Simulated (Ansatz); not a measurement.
# Si7Ge: a vibration from a frozen displacement

All numbers below come from Ansatz 0.2.0, DFT PBEsol, scalar-relativistic, plane waves, PAW. The runs took a 420 eV cutoff, a Γ-centred 6×6×6 mesh and Gaussian smearing (0.03 eV). No spin polarisation. Energies are free energies at this smearing, counted from the undisturbed cell; pressure is positive in compression.

Zero of the scan (relaxed at this level; it needn't be the usual structure):

```
CELL_PARAMETERS angstrom
5.45918 0.00000 0.00000
0.00000 5.45918 0.00000
0.00000 0.00000 5.45918
ATOMIC_POSITIONS crystal
Si 0.25260 0.25260 0.25260
Si 0.00000 0.50000 0.50000
Si 0.50000 0.50000 0.00000
Si 0.50000 0.00000 0.50000
Si 0.74740 0.25260 0.74740
Si 0.74740 0.74740 0.25260
Si 0.25260 0.74740 0.74740
Ge 0.00000 0.00000 0.00000
```

Every Si atom is moved by x along the Cartesian unit vector (0.000, 0.000, 1.000); the cell and all other atoms stay fixed. The cell's volume is 162.70 Å³; the moved atoms weigh 196.595 u together and the others 72.630 u. Some rows repeat others by symmetry and weren't run.

```
  x (Å)  ΔE (meV/cell) total force on the moved atoms along the move (eV/Å) pressure (GPa)
-0.3000         547.42                                                3.5354          0.7802
-0.2625         422.21                                                3.1394          0.6015
-0.2250         312.19                                                2.7254          0.4443
-0.1875         217.99                                                2.2962          0.3100
-0.1500         140.14                                                1.8537          0.1992
-0.1125          79.10                                                1.4000          0.1122
-0.0750          35.24                                                0.9379          0.0496
-0.0375           8.82                                                0.4705          0.0118
 0.0000           0.00                                                0.0000         -0.0008
 0.0375           8.82                                               -0.4705          0.0118
 0.0750          35.24                                               -0.9379          0.0496
 0.1125          79.10                                               -1.4000          0.1122
 0.1500         140.14                                               -1.8537          0.1992
 0.1875         217.99                                               -2.2962          0.3100
 0.2250         312.19                                               -2.7254          0.4443
 0.2625         422.21                                               -3.1394          0.6015
 0.3000         547.42                                               -3.5354          0.7802
```

Problem. What frequency belongs to this motion?

Solution. The force constant is k = −dF/dx = 12.547 eV/Å², from the parabola through x = -0.0375, 0 and 0.0375. In every cell the moved atoms swing against the rest, so the mass is μ = m₁m₂/(m₁ + m₂) = 53.036 u, and ν̃ = 521.5 cm⁻¹ × √(|k|/μ) = 254 cm⁻¹. The pattern needn't be a normal mode: ν̃² is then a weighted mean of the squared nonzero frequencies at the zone centre of this cell, taken without macroscopic field, so it lies between the lowest and the highest of them.

Problem. How far does the harmonic law reach?

Solution. At x = -0.300 Å, kx²/2 = 564.60 meV against the computed 547.42 meV (-3.0 %): the well is still close to harmonic there.

Problem. The pressure changes with x². What does that say about the frequency under compression?

Solution. With E = k(V)x²/2, k ∝ V^(−2γ) and x scaling with the cell as V^(1/3), P − P0 = −∂E/∂V = (2γ − 2/3) ΔE/V. At x = 0.0750 Å, V(P − P0) = 162.70 × 0.05040 / 160.2 eV = 51.18 meV and ΔE = 35.24 meV, so γ = 1/3 + V(P − P0)/(2ΔE) = 1.06. This is the Grüneisen parameter of the motion under uniform scaling of the cell: shrinking the cell evenly by 1 % in volume raises the frequency by about 1.06 %.